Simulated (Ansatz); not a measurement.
Write the native input for Ansatz 0.2.0 that does the following.

| Quantity | Value |
| --- | --- |
| Task | relaxation of cell and atoms |
| Functional | PBE |
| Potentials or basis | JTH PAW |
| Cutoff | 1380 eV (not typed: the program's choice for these potentials) |
| k mesh | 10 × 10 × 10 |
| Occupations | fermi-dirac, width 0.05 eV |
| Spin | no spin polarisation |

TiO2 (Anatase):

```
CELL_PARAMETERS angstrom
-1.89210 1.89210 4.75730
1.89210 -1.89210 4.75730
1.89210 1.89210 -4.75730
ATOMIC_POSITIONS crystal
Ti 0.75000 0.25000 0.50000
Ti 0.00000 0.00000 0.00000
O 0.79190 0.79190 0.00000
O 0.54190 0.04190 0.50000
O 0.95810 0.45810 0.50000
O 0.20810 0.20810 0.00000
```

These files were run (other wordings do the same):

input.yaml

```yaml
crystal:
  lattice:
    - [-1.8921, 1.8921, 4.7573]
    - [1.8921, -1.8921, 4.7573]
    - [1.8921, 1.8921, -4.7573]
  atoms:
    - { symbol: Ti, position: [0.75, 0.25, 0.5] }
    - { symbol: Ti, position: [0.0, 0.0, 0.0] }
    - { symbol: O, position: [0.7919, 0.7919, 0.0] }
    - { symbol: O, position: [0.5419, 0.0419, 0.5] }
    - { symbol: O, position: [0.9581, 0.4581, 0.5] }
    - { symbol: O, position: [0.2081, 0.2081, 0.0] }
hamiltonian:
  xc: pbe
  pseudopotentials: { kind: paw, source: jth }
kpoints:
  mp_grid: { grid: [10, 10, 10] }
scf:
  occupations: { method: fermi_dirac, width: 0.05 }
output:
  forces: true
  stress: true
  eigenvalues: true
  write_density: true
  write_potential: true
  elf: true
  volumetric_format: npy
relax:
  f_tol: 0.01
  max_steps: 40
  cell: { stress_tol: 0.05 }
```

Potentials or basis: JTH PAW.

Launch:

```sh
$ ansatz run input.yaml --threads 2 --pin off --max-ram 5632MiB --backend cpu --events-out ev --progress --plain --runs-dir out
```

Results of the run:

```yaml
Relaxed_volume: 11.69 Å³/atom
Relaxed_cell: a = 5.550 Å, b = 5.550 Å, c = 5.550 Å, α = 139.96°, β = 139.96°, γ = 57.91°
Space_group_after_relaxing_to_0.05_Å: I4_1/amd (No. 141)
Energy_gained_by_relaxing: 5.6 meV/atom
Ionic_steps: 5
Pressure_after_relaxing: 0.0 GPa
Largest_force_after_relaxing: 0.007 eV/Å
Band_gap_on_the_k_mesh: 2.13 eV, indirect (least direct gap 2.42 eV)
```

Caveat: the plane-wave basis is chosen anew once the cell has moved, so the energies of steps on either side of that aren't comparable.

It took 3.3 min on 2 threads of Arm Neoverse V2, on a shared host, peak memory 1.4 GiB.
